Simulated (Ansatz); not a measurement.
# Stability test of a SiC₃ cell

All numbers below come from Ansatz, DFT PBE, scalar-relativistic, plane waves, PAW. Settings: cutoff 420 eV, Γ-centred mesh 12×12×12 on the computed 4-atom cell, Gaussian smearing of 0.10 eV; no spin polarisation.

The cell below (4 atoms, P6/mmm (No. 191)) is relaxed within its symmetry. It is a trial structure, and others of SiC₃ can lie lower.

```yaml
crystal:
  lattice:
    - [3.62337, 0.00000, 0.00000]
    - [-1.81168, 3.13793, 0.00000]
    - [0.00000, 0.00000, 3.62789]
  atoms:
    - { symbol: Si, position: [0.00000, 0.00000, 0.00000] }
    - { symbol: C, position: [0.00000, 0.00000, 0.50000] }
    - { symbol: C, position: [0.33333, 0.66667, 0.00000] }
    - { symbol: C, position: [0.66667, 0.33333, 0.00000] }
```

For the test a repeat of it with 8 atoms was strained at random by about 1.5 %, the atoms were moved at random (σ = 0.05 Å), and all was relaxed without symmetry on a coarse k mesh with 0.1 eV smearing.

The k mesh leaves about 4 meV/atom of noise in metals.

**Question.** Does it come back?

**Answer.** It doesn't return. The energy falls by 1876 meV/atom on that mesh, the volume changes by +16.0 %, and the end has space group P-1 (No. 2) at a loose tolerance.

Cost: 3 runs of about 17 core-minutes in all, on Arm Neoverse N1 (shared hosts).